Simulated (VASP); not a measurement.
# SrO (Fm-3m) in VASP: notebook, part 2 of 2

VASP 6.6.1. The steps go on from the part before.

## 3. Band structure, TPSS

INCAR reads:

```
PREC = Accurate ; ENCUT = 520
EDIFF = 1E-6 ; ISMEAR = -1
SIGMA = 0.05 ; LREAL = F
LASPH = T ; NELM = 60
ALGO = Normal ; ISIF = 2
LWAVE = F ; LCHARG = F
METAGGA = TPSS ; LMIXTAU = T
```

KPOINTS reads:

```
Automatic mesh
0
Gamma
  9 9 9
```

POSCAR reads:

```
SrO
1.0
    0.0000000000      2.5663000000      2.5663000000
    2.5663000000      0.0000000000      2.5663000000
    2.5663000000      2.5663000000      0.0000000000
Sr O
1 1
Direct
    0.5000000000      0.5000000000      0.5000000000
    0.0000000000      0.0000000000      0.0000000000
```

KPOINTS_OPT reads:

```
path GXWKGLUWLK,UX
20
line-mode
reciprocal
 0.0000000000  0.0000000000  0.0000000000  G
 0.5000000000  0.0000000000  0.5000000000  X

 0.5000000000  0.0000000000  0.5000000000  X
 0.5000000000  0.2500000000  0.7500000000  W

 0.5000000000  0.2500000000  0.7500000000  W
 0.3750000000  0.3750000000  0.7500000000  K

 0.3750000000  0.3750000000  0.7500000000  K
 0.0000000000  0.0000000000  0.0000000000  G

 0.0000000000  0.0000000000  0.0000000000  G
 0.5000000000  0.5000000000  0.5000000000  L

 0.5000000000  0.5000000000  0.5000000000  L
 0.6250000000  0.2500000000  0.6250000000  U

 0.6250000000  0.2500000000  0.6250000000  U
 0.5000000000  0.2500000000  0.7500000000  W

 0.5000000000  0.2500000000  0.7500000000  W
 0.5000000000  0.5000000000  0.5000000000  L

 0.5000000000  0.5000000000  0.5000000000  L
 0.3750000000  0.3750000000  0.7500000000  K

 0.6250000000  0.2500000000  0.6250000000  U
 0.5000000000  0.0000000000  0.5000000000  X
```

Potentials or basis: VASP PAW PBE potentials, release 64 (Sr_sv, O).

On the command line:

```
> cat potpaw_PBE.64/Sr_sv/POTCAR potpaw_PBE.64/O/POTCAR > POTCAR
> mpirun -np 1 vasp_std > vasp.out
```

OUTCAR:

```text
PREC = Accurate
   ENCUT = 520
   EDIFF = 1E-6
   ISMEAR = -1
   LREAL = F
   LASPH = T
   NELM = 60
   ISIF = 2
   METAGGA = TPSS

 ion  position               nearest neighbor table
   1  0.500  0.500  0.500-   2 2.57   2 2.57   2 2.57   2 2.57   2 2.57   2 2.57
   2  0.000  0.000  0.000-   1 2.57   1 2.57   1 2.57   1 2.57   1 2.57   1 2.57

  LATTYP: Found a face centered cubic cell.
 ALAT       =     5.1326000000

  Lattice vectors:

 A1 = (   0.0000000000,   2.5663000000,   2.5663000000)
[... 536 lines left out ...]
      6       0.9649      2.00000
      7       1.4223      2.00000
      8       1.4223      2.00000
      9       4.9142      0.00000
     10       9.4750      0.00000
     11      11.9956      0.00000
     12      12.0217      0.00000

 [... further k-points ...]
[... 5 lines left out ...]
  --------------------------------------------------------------------------------------
  -------------------------------------------------------------------------------------
  Total        0.5707723      0.5707723      0.5707723     -0.0000000      0.0000000     -0.0000000
  in kB       27.0533583     27.0533583     27.0533583     -0.0000000      0.0000000     -0.0000000
  external PRESSURE =      27.0533583 kB  Pullay stress =       0.0000000 kB

 VOLUME and BASIS-vectors are now :
 -----------------------------------------------------------------------------
  energy-cutoff  :      520.00
  volume of cell :       33.80
      direct lattice vectors                 reciprocal lattice vectors
     0.000000000  2.566300000  2.566300000    -0.194833028  0.194833028  0.194833028
     2.566300000  0.000000000  2.566300000     0.194833028 -0.194833028  0.194833028
     2.566300000  2.566300000  0.000000000     0.194833028  0.194833028 -0.194833028

 POSITION                                       TOTAL-FORCE (eV/Angst)
 -----------------------------------------------------------------------------------
      2.56630      2.56630      2.56630         0.000000      0.000000     -0.000000
      0.00000      0.00000      0.00000         0.000000      0.000000      0.000000
 -----------------------------------------------------------------------------------
    total drift:                                0.000000      0.000000      0.000000

  FREE ENERGIE OF THE ION-ELECTRON SYSTEM (eV)
  ---------------------------------------------------
  free  energy   TOTEN  =       -23.0315404403 eV

  energy  without entropy=      -23.0315404403  energy(sigma->0) =      -23.03154044
```

Run time: 4.7 min. Hardware: 1 thread of Intel Xeon Platinum 8259CL at 2.50GHz (Skylake/Cascade Lake), shared host; peak memory 0.18 GiB.

Results:

```
Free energy             : -23.0315 eV
Pressure                : 2.7 GPa
Band gap on the k mesh  : 3.40 eV, indirect (least direct gap 3.49 eV)
Band gap along the path : 3.34 eV, indirect (least direct gap 3.42 eV)
```

Levels at the corners of the path, in eV from the valence-band top:
```
point  band 5  band 6  band 7  band 8  band 9  band 10  band 11  band 12
    Γ  -14.11    0.00    0.00    0.00    4.09     6.43     6.43     6.43
    X  -14.48   -0.44   -0.09   -0.09    3.34     8.10    10.47    10.55
    X  -14.48   -0.44   -0.09   -0.09    3.34     8.10    10.47    10.55
    W  -13.65   -1.13   -0.45   -0.45    6.15     6.15     8.93    11.46
    W  -13.65   -1.13   -0.45   -0.45    6.15     6.15     8.93    11.46
    K  -13.84   -0.96   -0.58   -0.49    4.88     8.06     9.04    10.48
    K  -13.84   -0.96   -0.58   -0.49    4.88     8.06     9.04    10.48
    Γ  -14.11    0.00    0.00    0.00    4.09     6.43     6.43     6.43
    Γ  -14.11    0.00    0.00    0.00    4.09     6.43     6.43     6.43
    L  -13.09   -2.20   -1.15   -1.15    6.71     8.50     9.14     9.14
    L  -13.09   -2.20   -1.15   -1.15    6.71     8.50     9.14     9.14
    U  -13.84   -0.96   -0.58   -0.49    4.88     8.06     9.04    10.48
    U  -13.84   -0.96   -0.58   -0.49    4.88     8.06     9.04    10.48
    W  -13.65   -1.13   -0.45   -0.45    6.15     6.15     8.93    11.46
    W  -13.65   -1.13   -0.45   -0.45    6.15     6.15     8.93    11.47
    L  -13.09   -2.20   -1.15   -1.15    6.71     8.50     9.14     9.14
    L  -13.09   -2.20   -1.15   -1.15    6.71     8.50     9.14     9.14
    K  -13.84   -0.96   -0.58   -0.49    4.88     8.06     9.04    10.48
    U  -13.84   -0.96   -0.58   -0.49    4.88     8.06     9.04    10.48
    X  -14.48   -0.44   -0.09   -0.09    3.34     8.10    10.47    10.55
```

Caveat: the PAW data sets were made with another functional, which shifts forces and pressure a little. TPSS opens gaps a little over a GGA but as a rule still falls short of measured ones.

## 4. Band structure, LDA

INCAR reads:

```
SYSTEM = SrO
ALGO = Normal
EDIFF = 1E-6
ENCUT = 300
GGA = CA
ISIF = 2
ISMEAR = -1
LASPH = .True.
LCHARG = .False.
LREAL = .False.
LWAVE = .False.
NELM = 60
PREC = Accurate
SIGMA = 0.05
```

KPOINTS reads:

```
k-points
0
Gamma
  2 2 2
  0 0 0
```

POSCAR is that of step 3.

KPOINTS_OPT is that of step 3.

Potentials or basis: VASP PAW LDA potentials, release 64 (Sr_sv, O).

On the command line:

```
> cat potpaw_LDA.64/Sr_sv/POTCAR potpaw_LDA.64/O/POTCAR > POTCAR
> mpirun -np 1 vasp_std > vasp.out
```

It took 20 s on 1 thread of Intel Xeon Platinum 8259CL at 2.50GHz (Skylake/Cascade Lake), shared host; peak memory 0.12 GiB.

The run converged, but a check on its numbers failed (symmetry, net force, bounds or a known fault of this set-up), so they aren't taken as properties of the crystal.

Caveat: the k mesh is coarse (spacing up to 1.06 Å⁻¹), so the values aren't converged; the cutoff lies under the usual one of these potentials, so the numbers hold a large basis-set error.
